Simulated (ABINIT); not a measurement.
# SrO (Fm-3m) in ABINIT: a series of runs, part 2 of 2

ABINIT 10.8.3 (patched build). Earlier steps stand in the parts before.

**4. Band structure, AM05**

The input, run.abi:

```
# Datasets: ground state, then fixed potential
ndtset 2

# Pseudopotentials
pp_dirpath "./"
pseudos "Sr.GGA_PBE-JTH.xml, O.GGA_PBE-JTH.xml"

# Structure
acell 3.6292962651 3.6292962651 3.6292962651 Angstrom
rprim
     0.0000000000     0.7071067812     0.7071067812
     0.7071067812     0.0000000000     0.7071067812
     0.7071067812     0.7071067812     0.0000000000
ntypat 2
znucl 38 8
natom 2
typat 1 2
xred
     0.5000000000     0.5000000000     0.5000000000
     0.0000000000     0.0000000000     0.0000000000

# Plane-wave basis
ecut 28.0
pawecutdg 50.0
pawxcdev 0

# Exchange and correlation
ixc -120135

# Bands and occupations
occopt 3
tsmear 0.05 eV

# SCF cycle
nstep 100

# Output
iomode 3
prtwf 0
prteig 0
prtebands 0
prtden1 1

# Dataset 1
kptopt1 1
ngkpt1 9 9 9
nshiftk1 1
shiftk1 0.0 0.0 0.0
nband1 12
tolvrs1 1.0e-9

# Dataset 2: bands along G-X-W-K-G-L-U-W-L-K
iscf2 -2
getden2 1
nband2 18
nbdbuf2 4
tolwfr2 1.0e-11
kptopt2 -9
ndivsm2 8
prteig2 1
prtvol2 -3
kptbounds2
     0.0000000000     0.0000000000     0.0000000000
     0.5000000000     0.0000000000     0.5000000000
     0.5000000000     0.2500000000     0.7500000000
     0.3750000000     0.3750000000     0.7500000000
     0.0000000000     0.0000000000     0.0000000000
     0.5000000000     0.5000000000     0.5000000000
     0.6250000000     0.2500000000     0.6250000000
     0.5000000000     0.2500000000     0.7500000000
     0.5000000000     0.5000000000     0.5000000000
     0.3750000000     0.3750000000     0.7500000000
```

Potentials or basis: JTH PAW PBE v2.0.

The run is started by

```bash
abinit run.abi > log 2>&1
```

run.abo:

```text
.Version 10.8.3 of ABINIT
 DATASET    1 : space group Fm -3 m (#225); Bravais cF (face-center cubic)
================================================================================
 Values of the parameters that define the memory need for DATASET  1.
     intxc =       0    ionmov =       0      iscf =      17    lmnmax =      18
     lnmax =       6     mgfft =      36  mpssoang =       3    mqgrid =    3001
     natom =       2  nloc_mem =       2    nspden =       1   nspinor =       1
    nsppol =       1      nsym =      48    n1xccc =       1    ntypat =       2
    occopt =       3   xclevel =       2
       mpw =        1627          nfft =       46656          nkpt =          35
 PAW method is used; the additional fine FFT grid is defined by:
   mgfftf=        45    nfftf =     91125
================================================================================
================================================================================

 DATASET    2 : space group Fm -3 m (#225); Bravais cF (face-center cubic)
================================================================================
 Values of the parameters that define the memory need for DATASET  2.
     intxc =       0    ionmov =       0      iscf =      -2    lmnmax =      18
     lnmax =       6     mgfft =      36  mpssoang =       3    mqgrid =    3001
     natom =       2  nloc_mem =       2    nspden =       1   nspinor =       1
    nsppol =       1      nsym =      48    n1xccc =       1    ntypat =       2
    occopt =       3   xclevel =       2
       mpw =        1639          nfft =       46656          nkpt =         139
 PAW method is used; the additional fine FFT grid is defined by:
   mgfftf=        45    nfftf =     91125
================================================================================
================================================================================

--------------------------------------------------------------------------------
------------- Echo of variables that govern the present computation ------------
--------------------------------------------------------------------------------
 -outvars: echo values of preprocessed input variables --------
            acell      6.8583759708E+00  6.8583759708E+00  6.8583759708E+00 Bohr
              amu      8.76200000E+01  1.59994000E+01
             ecut      2.80000000E+01 Hartree
           getden1          0
           getden2          1
[... 1318 lines left out ...]
              =  3.629296265100  3.629296265100  3.629296265100 angstroms
 Eigenvalues (hartree) for nkpt= 139  k points:
 kpt#   1, nband= 18, wtk=  1.00000, kpt=  0.0000  0.0000  0.0000 (reduced coord)
  -1.01482   -0.38003   -0.34104   -0.34104   -0.34104    0.16826    0.16826    0.16826
   0.31588    0.39805    0.39805    0.39805    0.47773    0.47773    0.62409    1.01985
   1.01987    1.02046
 kpt#   2, nband= 18, wtk=  1.00000, kpt=  0.0217  0.0000  0.0217 (reduced coord)
  -1.01479   -0.38080   -0.34111   -0.34111   -0.34026    0.16703    0.16817    0.16817
   0.31704    0.39709    0.39882    0.39882    0.47797    0.47877    0.62574    1.01896
   1.01907    1.01910
 kpt#   3, nband= 18, wtk=  1.00000, kpt=  0.0435  0.0000  0.0435 (reduced coord)
  -1.01469   -0.38290   -0.34130   -0.34130   -0.33812    0.16355    0.16789    0.16789
   0.32034    0.39429    0.40111    0.40111    0.47869    0.48184    0.63059    1.01637
   1.01643    1.01683
 kpt#   4, nband= 18, wtk=  1.00000, kpt=  0.0652  0.0000  0.0652 (reduced coord)
  -1.01453   -0.38588   -0.34163   -0.34163   -0.33512    0.15833    0.16746    0.16746
   0.32535    0.38989    0.40489    0.40489    0.47989    0.48682    0.63841    1.01094
   1.01103    1.01228
 kpt#   5, nband= 18, wtk=  1.00000, kpt=  0.0870  0.0000  0.0870 (reduced coord)
[... 525 lines left out ...]
   0.36713    0.44245    0.50309    0.52854    0.58592    0.64075    0.68257    0.76205
   0.79150    0.93568
 kpt# 137, nband= 18, wtk=  1.00000, kpt=  0.3929  0.3929  0.7143 (reduced coord)
  -1.00821   -0.41397   -0.36820   -0.35005   -0.32062    0.12679    0.14359    0.15027
   0.35909    0.44766    0.49933    0.53423    0.58239    0.63896    0.68962    0.75599
   0.79523    0.93253
 kpt# 138, nband= 18, wtk=  1.00000, kpt=  0.3839  0.3839  0.7321 (reduced coord)
  -1.00812   -0.41112   -0.37017   -0.35064   -0.32311    0.13030    0.14561    0.15149
   0.35144    0.45351    0.49582    0.53983    0.57890    0.63840    0.69158    0.75321
   0.79609    0.92208
 kpt# 139, nband= 18, wtk=  1.00000, kpt=  0.3750  0.3750  0.7500 (reduced coord)
  -1.00807   -0.40868   -0.37143   -0.35116   -0.32543    0.13358    0.14757    0.15200
   0.34428    0.45964    0.49269    0.54488    0.57565    0.63947    0.68649    0.75595
   0.79383    0.91893

== END DATASET(S) ==============================================================
================================================================================

 -outvars: echo values of variables after computation  --------
            acell      6.8583759708E+00  6.8583759708E+00  6.8583759708E+00 Bohr
           etotal1    -4.7197618816E+01
            fcart1    -0.0000000000E+00 -0.0000000000E+00 -0.0000000000E+00
                      -0.0000000000E+00 -0.0000000000E+00 -0.0000000000E+00
            rprim      0.0000000000E+00  7.0710678120E-01  7.0710678120E-01
                       7.0710678120E-01  0.0000000000E+00  7.0710678120E-01
                       7.0710678120E-01  7.0710678120E-01  0.0000000000E+00
           strten1     1.3998795634E-06  1.3998795634E-06  1.3998795634E-06
                       0.0000000000E+00  0.0000000000E+00  0.0000000000E+00
           xangst      2.5663000000E+00  2.5663000000E+00  2.5663000000E+00
                       0.0000000000E+00  0.0000000000E+00  0.0000000000E+00
             xred      5.0000000000E-01  5.0000000000E-01  5.0000000000E-01
                       0.0000000000E+00  0.0000000000E+00  0.0000000000E+00
 Calculation completed.
```

It took 88 s on 1 thread of Arm Neoverse V1, shared host; peak memory 0.16 GiB.

Results:

| Property | Result |
| --- | --- |
| Free energy | -1284.3126 eV |
| Pressure | 0.0 GPa |
| Band gap on the k mesh | 3.33 eV, indirect (least direct gap 3.41 eV) |
| Band gap along the path | 3.27 eV, indirect (least direct gap 3.34 eV) |
| Valence electrons inside the program's atomic spheres | Sr 7.35; O 4.50 |

Levels at the corners of the path, in eV from the valence-band top:
| point | band 5 | band 6 | band 7 | band 8 | band 9 | band 10 | band 11 | band 12 |
| --- | --- | --- | --- | --- | --- | --- | --- | --- |
| Γ | -13.86 | 0.00 | 0.00 | 0.00 | 4.02 | 6.25 | 6.25 | 6.25 |
| X | -14.24 | -0.40 | -0.07 | -0.07 | 3.27 | 7.89 | 10.25 | 10.32 |
| W | -13.25 | -1.12 | -0.41 | -0.41 | 6.03 | 6.03 | 8.71 | 11.25 |
| K | -13.43 | -0.94 | -0.56 | -0.44 | 4.79 | 7.93 | 8.83 | 10.25 |
| Γ | -13.86 | 0.00 | 0.00 | 0.00 | 4.02 | 6.25 | 6.25 | 6.25 |
| L | -12.63 | -2.17 | -1.13 | -1.13 | 6.60 | 8.40 | 8.93 | 8.93 |
| U | -13.43 | -0.94 | -0.56 | -0.44 | 4.79 | 7.93 | 8.83 | 10.25 |
| W | -13.25 | -1.12 | -0.41 | -0.41 | 6.03 | 6.03 | 8.71 | 11.25 |
| L | -12.63 | -2.17 | -1.13 | -1.13 | 6.60 | 8.40 | 8.93 | 8.93 |
| K | -13.43 | -0.94 | -0.56 | -0.44 | 4.79 | 7.93 | 8.83 | 10.25 |

Caveat: the PAW data sets were made with another functional, which shifts forces and pressure a little.

**5. Band structure, r2SCAN**

Edit run.abi of step 4 so:

```diff
@@ -24,6 +24,7 @@
 pawecutdg 50.0
-pawxcdev 0
 
 # Exchange and correlation
-ixc -120135
+ixc -497498
+usekden 1
+pawxcdev 0
 
@@ -42,2 +43,3 @@
 prtden1 1
+prtkden1 1
 
@@ -49,3 +51,3 @@
 nband1 12
-tolvrs1 1.0e-9
+tolvrs1 1.0e-7
 
@@ -54,2 +56,3 @@
 getden2 1
+getkden2 1
 nband2 18
```

The run is started by

```bash
abinit run.abi > log 2>&1
```

Run time: 5 min. Hardware: 1 thread of Arm Neoverse V1, shared host; peak memory 0.17 GiB.

The run converged. Its results:

```yaml
Free_energy: -946.4202 eV
Pressure: 1.1 GPa
Band_gap_on_the_k_mesh: 3.85 eV, indirect (least direct gap 3.93 eV)
Band_gap_along_the_path: 3.80 eV, indirect (least direct gap 3.87 eV)
Valence_electrons_inside_the_program's_atomic_spheres: Sr 7.35; O 4.53
```

Levels at the corners of the path, in eV from the valence-band top:
```
point  band 5  band 6  band 7  band 8  band 9  band 10  band 11  band 12
    Γ  -14.34    0.00    0.00    0.00    4.71     6.86     6.86     6.86
    X  -14.71   -0.39   -0.07   -0.07    3.80     8.62    11.05    11.11
    W  -13.90   -1.10   -0.40   -0.40    6.61     6.61     9.44    11.87
    K  -14.10   -0.91   -0.55   -0.43    5.33     8.56     9.55    10.88
    Γ  -14.34    0.00    0.00    0.00    4.71     6.86     6.86     6.86
    L  -13.36   -2.10   -1.11   -1.11    7.18     9.08     9.59     9.59
    U  -14.10   -0.91   -0.55   -0.43    5.33     8.56     9.55    10.88
    W  -13.90   -1.10   -0.40   -0.40    6.61     6.61     9.44    11.87
    L  -13.36   -2.10   -1.11   -1.11    7.18     9.08     9.59     9.59
    K  -14.10   -0.91   -0.55   -0.43    5.33     8.56     9.55    10.88
```

Caveat: totals of a meta-GGA on PAW files have another zero than those of a GGA; the PAW data sets were made with another functional, which shifts forces and pressure a little.

**6. Summary**

| level | gap on the mesh (eV) | pressure (GPa) |
| --- | --- | --- |
| RPBE | 3.49 | 6.0 |
| BLYP | 3.50 | 5.7 |
| AM05 | 3.33 | 0.0 |
| r2SCAN | 3.85 | 1.1 |

Alike in all rows: task band structure; potentials or basis JTH PAW PBE v2.0; no spin polarisation; cell as given; k mesh 9 × 9 × 9; cutoff (eV) 762; smearing fermi-dirac 0.05 eV.

On the cell as given the gap runs from 3.27 eV (AM05) to 3.80 eV (r2SCAN). The pressure there spans 0.0 GPa (AM05) to 6.0 GPa (RPBE); a positive pressure means that this level wants a larger cell, a negative one a smaller.

Caveats: the PAW data sets were made with another functional, which shifts forces and pressure a little; totals of a meta-GGA on PAW files have another zero than those of a GGA (some runs).

Total energies depend on the potentials used, so only differences within one code and one set of settings carry meaning.
